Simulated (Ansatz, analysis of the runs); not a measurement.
# Conductance against length: 1,4-phenylene with amine ends, between Au (111) faces with adatoms, and longer members, part 5 of 5

Wanted: G and thermopower along the series, and a fit against length.

Ansatz 0.2.0; DFT PBE, plane waves, PAW; relaxation of a junction, electrodes held but for their tips (the session's first sound run).

So far, conductance of the junction (G₀): step 3 (the open system, 90 atoms, molecule oligophenyl 1, amine …) 0.0259; step 6 (100 atoms, molecule oligophenyl 2, amine ends, units 2) 0.00798.

### 9. Transmission between the leads, 110 atoms, molecule oligophenyl 3, amine ends, units 3 (continued)

Level of this step: DFT PBE, plane waves, PAW; transmission of a junction between electrodes (Ansatz).

Table of transmission, one spin by energy, zero at the Fermi level:

energy (eV), transmission, one spin and a bar:
```
   -0.700     0.0253 ##############################
   -0.665     0.0209 #########################
   -0.630     0.0176 #####################
   -0.595     0.0151 ##################
   -0.560     0.0126 ###############
   -0.525     0.0100 ###########
   -0.490     0.0078 #########
   -0.420     0.0053 ######
   -0.385     0.0046 #####
   -0.350     0.0041 ####
   -0.315     0.0037 ####
   -0.280     0.0033 ###
   -0.245     0.0030 ###
   -0.210     0.0028 ###
   -0.175     0.0026 ##
   -0.140     0.0024 ##
   -0.105     0.0022 ##
   -0.070     0.0020 ##
   -0.035     0.0019 ##
    0.000     0.0018 #
    0.035     0.0016 #
    0.070     0.0016 #
    0.105     0.0015 #
    0.140     0.0014 #
    0.175     0.0014 #
    0.210     0.0015 #
    0.245     0.0009 
    0.280     0.0008 
    0.315     0.0007 
    0.350     0.0007 
    0.385     0.0007 
    0.420     0.0006 
    0.490     0.0006 
    0.525     0.0006 
    0.560     0.0006 
    0.595     0.0006 
    0.630     0.0006 
    0.665     0.0006 
    0.700     0.0006
```

The conductance is 0.00177 G₀. The conductance is 0.22 times that of the last run that gave one. The lead's Hamiltonian steps by 31.5 meV, which the program calls too much for a lead. The largest term of the program's error estimate is 55 %, from band edges of the leads and from resonances.

### 10. Comparing the runs

Times are for 1 × NVIDIA GB200 with 16 threads of Arm Neoverse V2, shared host. The runs compared:

| no. | molecule | units | transmission at the energy nearest the Fermi level, one spin | step of the lead's Hamiltonian (meV) | conductance of the junction (S/m²) | conductance of the junction (G₀) | added resistance times area (Ω um²) | time | memory (GiB) |
| --- | --- | --- | --- | --- | --- | --- | --- | --- | --- |
| 1 | oligophenyl 1, amine ends | 1 | 0.02573 | 31.1 | 2.97e12 | 0.02586 | 0.3355 | 3 min | 18 |
| 2 | oligophenyl 2, amine ends | 2 | 0.007917 | 26.4 | 9.17e11 | 0.007978 | 1.090 | 8.8 min | 18 |
| 3 | oligophenyl 3, amine ends | 3 | 0.001757 | 31.5 | 2.03e11 | 0.001771 | 4.913 | 4.6 min | 20 |

The runs together. Transmission against energy, zero at the Fermi level:

| energy (eV) | oligophenyl 1, amine ends, 1 | oligophenyl 2, amine ends, 2 | oligophenyl 3, amine ends, 3 |
| --- | --- | --- | --- |
| -0.700 | 0.072 | 0.0788 | 0.0253 |
| -0.665 | 0.0682 | 0.0679 | 0.0209 |
| -0.595 | 0.0642 | 0.0541 | 0.0151 |
| -0.560 | 0.0632 | 0.0475 | 0.0126 |
| -0.490 | 0.0554 | 0.0305 | 0.0078 |
| -0.455 | 0.0489 | 0.0248 | 0.00631 |
| -0.420 | 0.0437 | 0.0213 | 0.00534 |
| -0.350 | 0.0370 | 0.0169 | 0.00407 |
| -0.315 | 0.0351 | 0.0154 | 0.00367 |
| -0.280 | 0.0336 | 0.0142 | 0.00333 |
| -0.210 | 0.0311 | 0.0121 | 0.00279 |
| -0.175 | 0.0300 | 0.0112 | 0.00257 |
| -0.105 | 0.0281 | 0.00969 | 0.00219 |
| -0.070 | 0.0272 | 0.00903 | 0.00202 |
| -0.035 | 0.0264 | 0.00844 | 0.00188 |
| 0.000 | 0.0257 | 0.00792 | 0.00176 |
| 0.035 | 0.0252 | 0.00746 | 0.00165 |
| 0.070 | 0.0249 | 0.00709 | 0.00156 |
| 0.105 | 0.0246 | 0.00671 | 0.00148 |
| 0.175 | 0.0256 | 0.00628 | 0.00138 |
| 0.210 | 0.0323 | 0.00706 | 0.00153 |
| 0.280 | 0.0162 | 0.00335 | 7.7e-4 |
| 0.315 | 0.0139 | 0.00308 | 7.2e-4 |
| 0.350 | 0.0127 | 0.0029 | 6.8e-4 |
| 0.420 | 0.0115 | 0.00265 | 6.4e-4 |
| 0.455 | 0.0112 | 0.00255 | 6.3e-4 |
| 0.490 | 0.0109 | 0.00247 | 6.1e-4 |
| 0.560 | 0.0105 | 0.00235 | 6.0e-4 |
| 0.595 | 0.0104 | 0.00230 | 6.0e-4 |
| 0.665 | 0.0104 | 0.00225 | 6.2e-4 |
| 0.700 | 0.0103 | 0.00221 | 6.2e-4 |

### 11. Landauer integrals, 110 atoms

This step: Landauer integrals over the computed T(E), interpolated linearly between its energies (analysis of the runs above).

The thermopower is 13.8 μV/K. The Lorenz ratio is 1.02, where the Wiedemann-Franz law gives 1. These values rest on a semilocal level alignment and on the mesh across the current. Moving the level by up to 0.1 eV either way gives 10 to 16 μV/K.

### 12. Fit

This step: exponential fit of the conductance against length (analysis of the runs above).

A straight line through the logarithm tests for exponential decay.

Table of conductance at 300 K, interpolated from T(E) by repeat units:

| repeat units (unit) | conductance at 300 K, interpolated from T(E) (G₀) |
| --- | --- |
| 1.000 | 0.0259 |
| 2.000 | 0.00798 |
| 3.000 | 0.00177 |

Least-squares line through the logarithm of the conductance at 300 K, interpolated from T(E) (ln values against repeat units). The fit:

| slope | intercept | r.m.s. residual | points |
| --- | --- | --- | --- |
| -1.34 | -2.26 | 0.07728 | 3 |

By hand, from the ends of the series: β = ln(0.0259 / 0.00177) / (3 − 1) = 1.34 a unit.

### 13. Fit against distance

The same fit against the distance of the apex atoms as built gives a decay per Å, which compares across series.

Table of conductance at 300 K, interpolated from T(E) by distance of the apex atoms as built:

| distance of the apex atoms as built (Å) | conductance at 300 K, interpolated from T(E) (G₀) |
| --- | --- |
| 7.78 | 0.0259 |
| 11.39 | 0.00798 |
| 15.64 | 0.00177 |

Least-squares line through the logarithm of the conductance at 300 K, interpolated from T(E) (ln values against distance of the apex atoms as built). The fit:

| slope | intercept | r.m.s. residual | points |
| --- | --- | --- | --- |
| -0.3415 | -0.9769 | 0.02612 | 3 |

The line has a slope of -0.342 per Å in ln G, and the 3 points scatter about it by 0.026.

### 14. Thermopower against length

This step: linear fit of the thermopower against length (analysis of the runs above).

In tunnelling off resonance the thermopower changes about linearly with length; a straight line tests that.

Thermopower at 300 K against repeat units:

| repeat units (unit) | thermopower at 300 K (μV/K) |
| --- | --- |
| 1.000 | 4.53 |
| 2.000 | 12.9 |
| 3.000 | 13.8 |

Least-squares line through the thermopower at 300 K (values against repeat units). The fit:

| slope | intercept | r.m.s. residual | points |
| --- | --- | --- | --- |
| 4.62 | 1.16 | 1.774 | 3 |

The line has a slope of 4.62 μV/K a repeat unit, and the 3 points scatter about it by 1.8 μV/K.

### 15. Summary of results

```yaml
conductance_1_4_phenylene_with_amine_ends: 0.0259 G₀
thermopower_1_4_phenylene_with_amine_ends: 4.52 μV/K
conductance_4_4_biphenylene_with_amine_ends: 0.00798 G₀
thermopower_4_4_biphenylene_with_amine_ends: 12.9 μV/K
conductance_para_terphenylene_with_amine_ends: 0.00177 G₀ (one error term of 55 %, so a rough value at best)
thermopower_para_terphenylene_with_amine_ends: 13.8 μV/K (rough, as the conductance is)
decay_constant_a_repeat_unit: 1.34
decay_constant_a_length: 0.342 per Å
```

The fitted decay constant is 1.3 a repeat unit, or 0.34 per Å. The conductance falls off about exponentially with length, as tunnelling does. Semilocal functionals put a molecule's frontier levels too near the Fermi level, so conductances off resonance usually come out too high. The mesh of 4 × 4 points across the current is coarse: where the lead's channel count steps, T(E) can show bumps that belong to the mesh. Transport is coherent and elastic here: the atoms are frozen, so scattering by vibrations plays no part. Neighbouring rings are twisted by up to 39° (4,4'-biphenylene with amine ends) and 37° (para-terphenylene with amine ends); a twist weakens the π coupling, and this is one conformer of several. The free region is short: held atoms still bear up to 0.8 eV/Å after a relaxation. Spin-orbit coupling is left out, which matters for the bands of heavy atoms. In 3 runs the program finds the step of the lead's Hamiltonian too large, so longer leads may change the transmission. One term of the program's error estimate for a conductance, of a junction or of the perfect wire, reaches 55 % in this session.

[Logs are printed without paths, hosts, clocks, repeated set-up lines and the standing remarks that a program may print on its own settings, such as how far it seeks lower states.]

[Hosts, paths, dates, database ids (printed as entryN), source tags and the programs' standing remarks are cut or masked in the printed files.]
